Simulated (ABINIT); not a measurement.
# GaP (F-43m) in ABINIT: notebook

Aim: see how the results for GaP move with the level of theory and the settings. Levels: PBEsol, LDA. Tasks: single point, relaxation of cell and atoms.

Everything below comes from runs of ABINIT 10.8.3 (patched build). Logs are shortened: lines on timing, memory, paths and dates and some standing lists are left out, and cuts for length are marked. The log counts tension as positive stress, the text compression.

**Experimental background.**

From “Stacking defects in GaP nanowires: Electronic structure and optical properties”, 2018, arxiv:1810.01194, for a bulk crystal of GaP at 10 K: band gap 2.34 eV (indirect).

How close the calculation comes is told below.

## (1) Starting point

The structure is cubic, space group F-43m (No. 216). Conventional cell: a = 5.451 Å, b = 5.451 Å, c = 5.451 Å, α = 90.00°, β = 90.00°, γ = 90.00°. Around Ga (site symmetry -43m) lie 4 P at 2.36 Å. Around P (site symmetry -43m) lie 4 Ga at 2.36 Å.

## (2) Single point, PBEsol

File run.abi:

```
# Pseudopotentials
pp_dirpath "./"
pseudos "Ga.GGA_PBE-JTH.xml, P.GGA_PBE-JTH.xml"

# Structure
acell 3*1.0
rprim
     0.0000000000     5.1499761211     5.1499761211
     5.1499761211     0.0000000000     5.1499761211
     5.1499761211     5.1499761211     0.0000000000
ntypat 2
znucl 31 15
natom 2
typat 1 2
xred
     0.0000000000     0.0000000000     0.0000000000
     0.7500000000     0.7500000000     0.7500000000

# Plane-wave basis
ecut 15.0
pawecutdg 30.0

# k points
kptopt 1
ngkpt 6 6 6
nshiftk 1
shiftk 0.0 0.0 0.0

# Exchange and correlation
ixc -116133

# Bands and occupations
nband 13
occopt 3
tsmear 0.05 eV

# SCF cycle
nstep 100
tolvrs 1.0e-9

# Output
iomode 3
prtwf 0
prtden 0
prteig 0
prtebands 0
```

Potentials or basis: JTH PAW PBE v2.0.

Command:

```
> abinit run.abi > log 2>&1
```

run.abo:

```text
.Version 10.8.3 of ABINIT
 Symmetries : space group F-4 3 m (#216); Bravais cF (face-center cubic)
================================================================================
 Values of the parameters that define the memory need of the present run
     intxc =       0    ionmov =       0      iscf =      17    lmnmax =      18
     lnmax =       6     mgfft =      27  mpssoang =       3    mqgrid =    3001
     natom =       2  nloc_mem =       2    nspden =       1   nspinor =       1
    nsppol =       1      nsym =      24    n1xccc =       1    ntypat =       2
    occopt =       3   xclevel =       2
       mpw =         769          nfft =       19683          nkpt =          16
 PAW method is used; the additional fine FFT grid is defined by:
   mgfftf=        36    nfftf =     46656
================================================================================
================================================================================

--------------------------------------------------------------------------------
------------- Echo of variables that govern the present computation ------------
--------------------------------------------------------------------------------
 -outvars: echo values of preprocessed input variables --------
            acell      1.0000000000E+00  1.0000000000E+00  1.0000000000E+00 Bohr
              amu      6.97230000E+01  3.09737620E+01
             ecut      1.50000000E+01 Hartree
              ixc     -116133
         kptrlatt        6    0    0      0    6    0      0    0    6
          kptrlen      4.36989965E+01
            natom           2
            nband          13
            ngfft          27      27      27
          ngfftdg          36      36      36
             nkpt          16
            nstep         100
             nsym          24
           ntypat           2
           occopt           3
        pawecutdg      3.00000000E+01 Hartree
         pawxcdev           0
           prtden           0
        prtebands           0
           prteig           0
            prtwf           0
            rprim      0.0000000000E+00  5.1499761211E+00  5.1499761211E+00
                       5.1499761211E+00  0.0000000000E+00  5.1499761211E+00
                       5.1499761211E+00  5.1499761211E+00  0.0000000000E+00
          spgroup         216
           tolvrs      1.00000000E-09
           tsmear      1.83746611E-03 Hartree
            typat      1  2
           useylm           1
           xangst      0.0000000000E+00  0.0000000000E+00  0.0000000000E+00
                       4.0878749972E+00  4.0878749972E+00  4.0878749972E+00
            xcart      0.0000000000E+00  0.0000000000E+00  0.0000000000E+00
                       7.7249641816E+00  7.7249641816E+00  7.7249641816E+00
             xred      0.0000000000E+00  0.0000000000E+00  0.0000000000E+00
                       7.5000000000E-01  7.5000000000E-01  7.5000000000E-01
            znucl       31.00000   15.00000

================================================================================

 chkinp: Checking input parameters for consistency.
[... 122 lines left out ...]

 cartesian coordinates (angstrom) at end:
    1      0.00000000000000     0.00000000000000     0.00000000000000
    2      4.08787499719786     4.08787499719786     4.08787499719786

 cartesian forces (hartree/bohr) at end:
    1     -0.00000000000000    -0.00000000000000     0.00000000000000
    2      0.00000000000000     0.00000000000000    -0.00000000000000
 frms,max,avg= 1.2514677E-29 1.9606731E-29   0.000E+00  0.000E+00  0.000E+00 h/b

 cartesian forces (eV/Angstrom) at end:
    1     -0.00000000000000    -0.00000000000000     0.00000000000000
    2      0.00000000000000     0.00000000000000    -0.00000000000000
 frms,max,avg= 6.4353057E-28 1.0082186E-27   0.000E+00  0.000E+00  0.000E+00 e/A
 length scales=  1.000000000000  1.000000000000  1.000000000000 bohr
              =  0.529177210544  0.529177210544  0.529177210544 angstroms
 Fermi (or HOMO) energy (hartree) =   0.21335   Average Vxc (hartree)=  -0.34909
 Eigenvalues (hartree) for nkpt=  16  k points:
 kpt#   1, nband= 13, wtk=  0.00463, kpt=  0.0000  0.0000  0.0000 (reduced coord)
  -0.34820   -0.34820   -0.34820   -0.34458   -0.34458   -0.27456    0.18589    0.18589
   0.18589    0.24975    0.32663    0.32663    0.32663
      occupation numbers for kpt#   1
   2.00000    2.00000    2.00000    2.00000    2.00000    2.00000    2.00000    2.00000
   2.00000    0.00000    0.00000    0.00000    0.00000
 prteigrs : prtvol=0 or 1, do not print more k-points.

--- !EnergyTerms
iteration_state     : {dtset: 1, }
comment             : Components of total free energy in Hartree
kinetic             :  7.44521062184243E+00
hartree             :  2.76944983380631E+01
xc                  : -3.84973422668269E+00
Ewald energy        : -4.82388119437275E+01
psp_core            :  1.58548868993971E+00
local_psp           : -7.21103720007708E+01
PAW spherical_terms :  1.72804503065699E+00
internal            : -8.57456754906788E+01
'-kT*entropy'       : -5.45563671181456E-10
total_energy        : -8.57456754912244E+01
total_energy_eV     : -2.33325869471425E+03
...

--- !EnergyTermsDC
iteration_state     : {dtset: 1, }
comment             : '"Double-counting" decomposition of free energy'
band_energy         : -3.49116184440981E+00
Ewald energy        : -4.82388119437275E+01
psp_core            :  1.58548868993971E+00
xc_dc               : -2.70950164036154E+01
PAW spherical_terms : -8.50617198254255E+00
internal            : -8.57456734843555E+01
'-kT*entropy'       : -5.45563671181456E-10
total_energy_dc     : -8.57456734849011E+01
total_energy_dc_eV  : -2.33325864011942E+03
...

--- !EnergyTermsWithPAWCore
iteration_state     : {dtset: 1, }
comment             : 'Components of total free energy, including PAW core contributions'
Total energy        : -2.28413489343482E+03
Total energy DC     : -2.28413489142850E+03
Total energy (eV)   : -6.21544768231776E+04
Total energy DC (eV): -6.21544767685828E+04
...

 Cartesian components of stress tensor (hartree/bohr^3)
  sigma(1 1)=  1.77902815E-05  sigma(3 2)=  0.00000000E+00
  sigma(2 2)=  1.77902815E-05  sigma(3 1)=  0.00000000E+00
  sigma(3 3)=  1.77902815E-05  sigma(2 1)=  0.00000000E+00

-Cartesian components of stress tensor (GPa)         [Pressure= -5.2341E-01 GPa]
- sigma(1 1)=  5.23408151E-01  sigma(3 2)=  0.00000000E+00
- sigma(2 2)=  5.23408151E-01  sigma(3 1)=  0.00000000E+00
- sigma(3 3)=  5.23408151E-01  sigma(2 1)=  0.00000000E+00

== END DATASET(S) ==============================================================
================================================================================

 -outvars: echo values of variables after computation  --------
            acell      1.0000000000E+00  1.0000000000E+00  1.0000000000E+00 Bohr
           etotal     -8.5745673485E+01
            fcart     -6.5355769615E-30 -6.5355769615E-30  1.9606730885E-29
                       6.5355769615E-30  6.5355769615E-30 -1.9606730885E-29
            rprim      0.0000000000E+00  5.1499761211E+00  5.1499761211E+00
                       5.1499761211E+00  0.0000000000E+00  5.1499761211E+00
                       5.1499761211E+00  5.1499761211E+00  0.0000000000E+00
           strten      1.7790281464E-05  1.7790281464E-05  1.7790281464E-05
                       0.0000000000E+00  0.0000000000E+00  0.0000000000E+00
           xangst      0.0000000000E+00  0.0000000000E+00  0.0000000000E+00
                       4.0878749972E+00  4.0878749972E+00  4.0878749972E+00
             xred      0.0000000000E+00  0.0000000000E+00  0.0000000000E+00
                       7.5000000000E-01  7.5000000000E-01  7.5000000000E-01
 Calculation completed.
```

Run time: 16 s. Hardware: 1 thread of Intel Xeon at 2.70GHz, shared host; peak memory 0.09 GiB.

What came out:

* Free energy: -2333.2586 eV
* Pressure: -0.5 GPa
* Band gap on the k mesh: 1.52 eV, indirect (least direct gap 1.74 eV)
* Valence electrons inside the program's atomic spheres: Ga 11.10; P 1.61

Levels at points of the mesh, in eV from the valence-band top:
| k point | band 5 | band 6 | band 7 | band 8 | band 9 | band 10 | band 11 | band 12 | band 13 |
| --- | --- | --- | --- | --- | --- | --- | --- | --- | --- |
| (0.00, 0.00, 0.00) | -14.43 | -12.53 | 0.00 | 0.00 | 0.00 | 1.74 | 3.83 | 3.83 | 3.83 |
| (0.50, 0.00, 0.00) | -14.43 | -10.44 | -6.70 | -1.13 | -1.13 | 1.58 | 4.65 | 4.65 | 8.08 |
| (0.50, 0.50, 0.00) | -14.41 | -9.53 | -6.81 | -2.72 | -2.72 | 1.52 | 1.72 | 10.54 | 10.54 |

Caveat: the PAW data sets were made with another functional, which shifts forces and pressure a little.

## (3) Relaxation of cell and atoms, LDA

File run.abi:

```
# Pseudopotentials
pp_dirpath "./"
pseudos "Ga.upf, P.upf"

# Structure
acell 3*1.0 Angstrom
rprim
     0.0000000000     2.7252500000     2.7252500000
     2.7252500000     0.0000000000     2.7252500000
     2.7252500000     2.7252500000     0.0000000000
ntypat 2
znucl 31 15
natom 2
typat 1 2
chkprim 0
chksymtnons 0
tolsym 1.0e-6
xred
            0.0            0.0            0.0
            3/4            3/4            3/4

# Plane-wave basis
ecut 40.0
ecutsm 0.5

# k points
kptopt 1
ngkpt 6 6 6
nshiftk 1
shiftk 0.0 0.0 0.0

# Exchange and correlation
ixc 7

# Bands and occupations
nband 13
occopt 3
tsmear 0.05 eV

# SCF cycle
nstep 80
tolvrs 1.0e-12

# Output
iomode 3
prteig 0
prtebands 0
prtwf 0
prtden 0

# Relaxation
ionmov 2
optcell 2
ntime 50
tolmxf 2.0e-5
dilatmx 1.08
```

Potentials or basis: PseudoDojo NC SR LDA v0.4.1 standard.

Command:

```
> abinit run.abi > log 2>&1
```

run.abo:

```text
.Version 10.8.3 of ABINIT
 Symmetries : space group F-4 3 m (#216); Bravais cF (face-center cubic)
================================================================================
 Values of the parameters that define the memory need of the present run
     intxc =       0    ionmov =       2      iscf =       7    lmnmax =       6
     lnmax =       6     mgfft =      48  mpssoang =       3    mqgrid =    3001
     natom =       2  nloc_mem =       1    nspden =       1   nspinor =       1
    nsppol =       1      nsym =      24    n1xccc =    2501    ntypat =       2
    occopt =       3   xclevel =       1
       mpw =        4175          nfft =      110592          nkpt =          16
================================================================================
================================================================================

--------------------------------------------------------------------------------
------------- Echo of variables that govern the present computation ------------
[... 551 lines left out ...]
- sigma(3 3)=  3.64775521E-03  sigma(2 1)=  0.00000000E+00

== END DATASET(S) ==============================================================
================================================================================

 -outvars: echo values of variables after computation  --------
            acell      7.2000502387E+00  7.2000502387E+00  7.2000502387E+00 Bohr
           etotal     -8.3348733353E+01
            fcart      4.1318889137E-31 -4.1318889137E-31  4.1318889137E-31
                      -4.1318889137E-31  4.1318889137E-31 -4.1318889137E-31
            rprim      0.0000000000E+00  7.0710678119E-01  7.0710678119E-01
                       7.0710678119E-01  0.0000000000E+00  7.0710678119E-01
                       7.0710678119E-01  7.0710678119E-01  0.0000000000E+00
           strten      1.2398467950E-07  1.2398467950E-07  1.2398467950E-07
                       0.0000000000E+00  0.0000000000E+00  0.0000000000E+00
           xangst      0.0000000000E+00  0.0000000000E+00  0.0000000000E+00
                       4.0412239733E+00  4.0412239733E+00  4.0412239733E+00
             xred      0.0000000000E+00  0.0000000000E+00  0.0000000000E+00
                       7.5000000000E-01  7.5000000000E-01  7.5000000000E-01
 Calculation completed.
```

It took 79 s on 1 thread of AMD EPYC 9R45 (Zen 5), shared host; peak memory 0.1 GiB.

What came out:

| Item | Value |
| --- | --- |
| Free energy | -2268.0346 eV |
| Relaxed volume | 19.56 Å³/atom |
| Relaxed cell | a = 3.810 Å, b = 3.810 Å, c = 3.810 Å, α = 60.00°, β = 60.00°, γ = 60.00° |
| Space group after relaxing (to 0.05 Å) | F-43m (No. 216) |
| Energy gained by relaxing | 6.4 meV/atom |
| Ionic steps | 4 |
| Pressure after relaxing | 0.0 GPa |
| Band gap on the k mesh | 1.43 eV, indirect (least direct gap 1.89 eV) |

The path:
| step | energy change (eV) | largest force (eV/Å) | pressure (GPa) | volume (Å³) |
| --- | --- | --- | --- | --- |
| 1 | 0.0000 | 0.0000 | -2.88 | 40.48 |
| 2 | -0.0056 | 0.0000 | -2.19 | 40.12 |
| 3 | -0.0127 | 0.0000 | 0.12 | 39.06 |
| 4 | -0.0128 | 0.0000 | 0.00 | 39.11 |

Final structure:
```
Ga P
1.0
     0.00000    2.69415    2.69415
     2.69415    0.00000    2.69415
     2.69415    2.69415    0.00000
Ga P
1 1
Direct
  0.00000 0.00000 0.00000
  0.75000 0.75000 0.75000
```

A k mesh can miss the band edges. LDA usually gives volumes a few per cent too small.

(Continued in part 2 of 2.)
